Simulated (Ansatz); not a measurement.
# Al (Im-3m) in Ansatz: further runs

One crystal, Al, is run at these levels: BPBE, BLYP; tasks: single point.

All numbers are computed with Ansatz 0.2.0; they aren't measurements. Logs are shortened: lines on timing, memory, paths and dates and some standing lists are left out, and cuts for length are marked.

## Step 1: Starting point

It takes space group Im-3m (No. 229, cubic). Conventional cell: a = 3.182 Å, b = 3.182 Å, c = 3.182 Å, α = 90.00°, β = 90.00°, γ = 90.00°. Al (site symmetry m-3m) has 8 Al at 2.76 Å as nearest neighbours.

This isn't the form of Al at room conditions, which is fcc.

## Step 2: Single point, BPBE, 16.12 Å³/atom

Contents of input.yaml:

```yaml
crystal:
  lattice:
    - [-1.59121869, 1.59121869, 1.59121869]
    - [1.59121869, -1.59121869, 1.59121869]
    - [1.59121869, 1.59121869, -1.59121869]
  atoms:
    - { symbol: Al, position: [0.0, 0.0, 0.0] }
hamiltonian:
  xc: { exchange: b88, correlation: pbe }
  pseudopotentials:
    kind: nc
    accuracy: standard
    azcp: { Al: Al_ONCV_PBE-1.2.nc.azcp }
kpoints:
  mp_grid: { grid: [12, 12, 12] }
scf:
  occupations: { method: cold, width: 0.01 }
output:
  forces: true
  stress: true
  eigenvalues: true
```

Potentials or basis: SG15 NC.

On the command line:

```bash
$ ansatz run input.yaml --threads 1 --pin off --max-ram 2560MiB --backend cpu --events-out ev --progress --plain --runs-dir out
```

The log of the run:

```text
Warning: the Al local potential departs from the Coulomb form −Z_val·e²/r beyond the output range its generator declares (r ≥ rlmax = 3.175 Å), by 3.6e-7 eV at r = 3.175 Å, where the relative departure is largest — the generator's own output ends at rlmax, and the psp8 form of the pseudopotential continues from there as the Coulomb form; what this file tabulates from there on, on a mesh lengthened to hold the pseudo-orbitals, enters the local form factor V_loc(G) up to the radial-integration cap, and the pseudo-atom of a solved shell of output.atomic_orbital_hamiltonian to the mesh's end or that pseudo-atom's wall. Between rlmax and the cap it acts on every electron at that distance from such an atom, its neighbours' electrons among them, so that a total energy or an equilibrium volume can move by far more than the departure's size suggests. Whether the tabulated tail or the Coulomb form is right for a file, this check does not tell: see pseudopotentials/README.md, § Coulomb-tail rule
Warning: RAYON_NUM_THREADS=1 ignored (pool sized by the plan → 1); use --threads N
Engine: ansatz 0.2.0, x86_64-unknown-linux-gnu
Pseudopotentials: kind: nc
Pseudopotential: Al, nc, valence charge 11, recommended cutoff 816.3415873796399 eV (normal), <dir>
Functional definition: unnamed
  exchange = b88_x
  correlation = pbe_c
Crystal: 1 atoms, lattice volume = 16.116 Å³
Basis set: ecut = 816.3415873796399 eV, 887 PW (Γ), exchange–correlation on 54×54×54 points (8 copies of the dense FFT grid, shifted against one another)
Bands: 10, of which v1, the nominal top of the filled ones, is band 6 counted from 1 (5 counted from 0)
Symmetry: 48 space group operations
Space group: Im-3m (ITA 229), of the structure as read, at distance tolerance 2.5e-5 Å
k-points: 72 of 1728
Non-local potential: Al, projectors of the file, l = 0: 2, l = 1: 2
Initial density: superposition of atomic densities (chi_scale 0.1, normalization cell)
Initial wavefunctions: plane waves of lowest kinetic energy (no species holds an atomic orbital)
Functional: x = b88, c = pbe(β = 0.06672455060314922)
iter 1 solved again at ethr=1.96e-3 eV; its pass at ethr=3.10e-3 eV (dr2=2.16e-1 eV) is discarded
SCF iter   1: F=—  HF=-1883.877689 eV  |F-HF|=—  |Δ(HF+E_count)|=         —  Δρ=3.92e-2  dr2=2.14e-1  ethr=1.96e-3  ⟨swp⟩=1.0  Hψ=8998  notcnv=0
preconditioner: auto → none  [metal: Δε(μ)=0.006 eV  Ē_g=13.567 eV  σ=0.010 eV  W_gap=0.45  n_scr=0 (ndim 8)  ℏωp=16.0 eV  f_vac=0.000  D(μ)=2.45/eV (n_scr^D=42)]
SCF iter   2: F=—  HF=-1883.777910 eV  |F-HF|=—  |Δ(HF+E_count)|=   9.98e-2  S|Δr|=    0.00e0  Δρ=1.53e-2  dr2=3.27e-2  ethr=1.94e-3  ⟨swp⟩=4.0  Hψ=1561  notcnv=0
SCF iter   3: F=—  HF=-1883.762394 eV  |F-HF|=—  |Δ(HF+E_count)|=   1.55e-2  S|Δr|=    0.00e0  Δρ=2.71e-3  dr2=2.58e-4  ethr=2.97e-4  ⟨swp⟩=3.9  Hψ=1676  notcnv=0
SCF iter   4: F=—  HF=-1883.762373 eV  |F-HF|=—  |Δ(HF+E_count)|=   2.07e-5  S|Δr|=    0.00e0  Δρ=1.08e-4  dr2=3.75e-7  ethr=2.35e-6  ⟨swp⟩=1.7  Hψ=926  notcnv=0
SCF iter   5: F=—  HF=-1883.762383 eV  |F-HF|=—  |Δ(HF+E_count)|=   9.37e-6  S|Δr|=    0.00e0  Δρ=1.02e-5  dr2=5.43e-9  ethr=9.09e-10  ⟨swp⟩=7.6  Hψ=4024  notcnv=0
SCF iter   6: F=-1883.762383 eV  HF=-1883.762383 eV  |F-HF|=3.46e-11  |Δ(HF+E_count)|=   2.01e-9  S|Δr|=    0.00e0  Δρ=1.42e-6  dr2=6.28e-11  ethr=4.94e-11  ⟨swp⟩=1.3  Hψ=2156  notcnv=0
SCF 1 converged in 6 iterations: F = -1883.762383 eV  dr2 = 6.28e-11
SCF converged after 6 iterations
Stability not checked: this state was not tested for a lower state beside it, because cold or Methfessel-Paxton smearing, or corrected tetrahedra, fill the levels in a way that the test cannot read (fill_not_monotonic; see scf.lower_state_search)
Free energy (F): -1883.762383 eV
Harris-Foulkes:  -1883.762383 eV  (|F-HF|=3.46e-11)
Internal energy: -1883.762338 eV  (E = F + TS)
E sigma→0 (E₀):  -1883.762368 eV
Entropy (-TS):   -0.000045 eV (-0.045 meV/atom)
Fermi energy:    11.330234 eV
--- Per-component energies (eV) ---
  E_band       = -486.140280
  E_kinetic    = 804.047705
  E_local      = -1530.983657  (includes V_loc(G=0)·N_el)
  E_nonlocal   = -412.132002
  E_hartree    = 465.430167
  E_xc         = -213.900040
  E_vxc        = -277.932518  (∫ρ·V_xc dr)
  E_ewald      = -996.224512
  E_smearing   = -0.000045  (= −TS)
  E_closure    = 0.000000  (closes the sum)
  Σ components = -1883.762383   (vs F -1883.762383, Δ=0.00e0)
--- Forces (eV/Å), atoms counted from 1 ---
  atom   1  Al     0.00000000    -0.00000000     0.00000000
  max |Σ_I F_I| component: 3.18e-32 eV/Å
--- Stress (GPa, compression-positive) ---
        5.430101      -0.000000      -0.000000
        0.000000       5.430101       0.000000
        0.000000       0.000000       5.430101
  P = ⅓ Tr σ = 5.4301 GPa (54.301 kbar)
--- Band table (eV; the first three rows and the last of 72) ---
  k-point 0: bands = ["-92.2505", "-53.6937", "-53.6937", "-53.6937", "0.0203", "24.8835", "24.8835", "24.8835", "26.4401", "26.4401"]
  k-point 1: bands = ["-92.2489", "-53.6954", "-53.6944", "-53.6937", "0.2236", "22.6462", "23.6794", "24.0923", "25.6055", "26.6407"]
  k-point 2: bands = ["-92.2480", "-53.7001", "-53.6961", "-53.6936", "0.8314", "19.1457", "22.2566", "22.6993", "24.2387", "25.4669"]
  k-point 71: bands = ["-92.2433", "-53.7135", "-53.7135", "-53.7135", "13.2179", "13.2179", "13.2179", "14.3246", "14.3246", "17.2369"]
```

Wall time 1.9 s (1 thread of AMD EPYC 7R43 (Zen 3), shared host); peak memory 0.26 GiB.

Results:

```
Free energy            : -1883.7624 eV
Pressure               : 5.4 GPa
Band gap on the k mesh : none (metal or under the smearing width)
```

Caveat: the potentials were made for another functional, which shifts forces and pressure; the pressure holds a Pulay correction of +1.5 GPa for the finite cutoff.

## Step 3: Single point, BLYP, 16.12 Å³/atom

Changes to input.yaml since step 2:

```diff
@@ -8,3 +8,3 @@
 hamiltonian:
-  xc: { exchange: b88, correlation: pbe }
+  xc: blyp
   pseudopotentials:
@@ -16,3 +16,3 @@
 scf:
-  occupations: { method: cold, width: 0.01 }
+  occupations: { method: gaussian, width: 0.1 }
 output:
```

Potentials or basis: SG15 NC.

On the command line:

```bash
$ ansatz run input.yaml --threads 1 --pin off --max-ram 2560MiB --backend cpu --events-out ev --progress --plain --runs-dir out
```

Wall time 3 s (1 thread of AMD EPYC 7R43 (Zen 3), shared host); peak memory 0.26 GiB.

It converged, with:

```yaml
Free_energy: -1880.9884 eV
Pressure: 7.0 GPa
Band_gap_on_the_k_mesh: none (metal or under the smearing width)
```

Caveat: the potentials were made for another functional, which shifts forces and pressure; the pressure holds a Pulay correction of +1.4 GPa for the finite cutoff.
